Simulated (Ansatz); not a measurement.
# Si8O15: the cost of one run

Computed with Ansatz 0.2.0 (DFT, PBE, plane-wave PAW, default files, scalar-relativistic, as far as a step names no other, unless a step's input says otherwise).

### Step 1. The system as given

Symmetry: P1, No. 1, triclinic system. Conventional cell: a = 6.976 Å, b = 6.976 Å, c = 8.132 Å, α = 115.40°, β = 115.40°, γ = 90.00°. Around Si (site symmetry 1) lie 4 O at 1.62 Å. Around Si (site symmetry 1) lie 3 O at 1.62 Å. Only part of the 23 independent sites is listed.

As a file:

```xyz
23
Lattice="0.0000 4.9329 6.4645 4.9329 0.0000 6.4645 4.9329 4.9329 0.0000" Properties=species:S:1:pos:R:3 pbc="T T T"
Si    4.0337    4.0337    3.2323
Si    4.0337    4.0337    9.6967
Si    3.3657    6.5001    8.0806
Si    8.2986    6.5001    8.0806
Si    0.8992    0.8992    0.0000
Si    5.8321    5.8321    6.4645
Si    1.5672    3.3657    4.8484
Si    6.5001    3.3657    4.8484
O     6.2566    6.7313   11.6486
O     5.6010    3.7901   10.0325
O     5.6010    3.7901    3.5680
O     3.6092    3.1345    1.9518
O     3.6092    3.1345    8.4163
O     4.2648    6.0757    6.8002
O     4.2648    1.1428    6.8002
O     3.7901    5.6010    9.3610
O     3.7901    5.6010    2.8965
O     3.1345    3.6092    4.5127
O     8.0674    8.5421   10.9772
O     1.1428    4.2648    6.1288
O     6.0757    4.2648    6.1288
O     1.7984    1.3237    1.2804
O     6.7313    6.2566    7.7449
```

The vacant site is at (0.449, 0.353, 0.915) in fractional coordinates of the input's cell.

### Step 2. Single point at the given positions

Contents of input.yaml:

```yaml
crystal:
  lattice:
    - [0.0, 4.9329, 6.4645]
    - [4.9329, 0.0, 6.4645]
    - [4.9329, 4.9329, 0.0]
  atoms:
    - { symbol: Si, position: [0.25, 0.25, 0.567705] }
    - { symbol: Si, position: [0.75, 0.75, 0.067705] }
    - { symbol: Si, position: [0.942705, 0.307295, 0.375] }
    - { symbol: Si, position: [0.442705, 0.807295, 0.875] }
    - { symbol: Si, position: [0.0, 0.0, 0.182295] }
    - { symbol: Si, position: [0.5, 0.5, 0.682295], spin: 0.5 }
    - { symbol: Si, position: [0.557295, 0.192705, 0.125], spin: 0.5 }
    - { symbol: Si, position: [0.057295, 0.692705, 0.625] }
    - { symbol: O, position: [0.94908, 0.85285, 0.41549] }
    - { symbol: O, position: [0.59242, 0.95951, 0.17592] }
    - { symbol: O, position: [0.09242, 0.45951, 0.67592] }
    - { symbol: O, position: [0.10285, 0.19908, 0.53258] }
    - { symbol: O, position: [0.60285, 0.69908, 0.03258] }
    - { symbol: O, position: [0.70951, 0.34242, 0.52215] }
    - { symbol: O, position: [0.20951, 0.84242, 0.02215] }
    - { symbol: O, position: [0.90758, 0.54049, 0.22785] }
    - { symbol: O, position: [0.40758, 0.04049, 0.72785] }
    - { symbol: O, position: [0.39715, 0.30092, 0.33451] }
    - { symbol: O, position: [0.89715, 0.80092, 0.83451] }
    - { symbol: O, position: [0.79049, 0.15758, 0.07408] }
    - { symbol: O, position: [0.29049, 0.65758, 0.57408] }
    - { symbol: O, position: [0.05092, 0.14715, 0.21742] }
    - { symbol: O, position: [0.55092, 0.64715, 0.71742] }
magnetization:
  spin_polarized: true
total_charge: 1
kpoints:
  mp_grid: { grid: [3, 3, 3] }
scf:
  occupations: { method: fermi_dirac, width: 0.01 }
hamiltonian:
  xc: pbe
  pseudopotentials: { kind: paw }
output:
  forces: true
  stress: true
  populations: true
  efg: { quadrupole_moments_barn: { O: -0.02558 }, contact_densities: true }
  write_density: true
  write_potential: true
  elf: true
  volumetric_format: npy
```

The run is started by

```
$ ansatz run input.yaml --threads 1 --pin off --max-ram 3072MiB --backend cpu --events-out ev --progress --plain --runs-dir out
```

What time and memory should one allow on 1 thread of Arm Neoverse V1, shared host?

About 3.9 min, with a peak of 0.94 GiB.
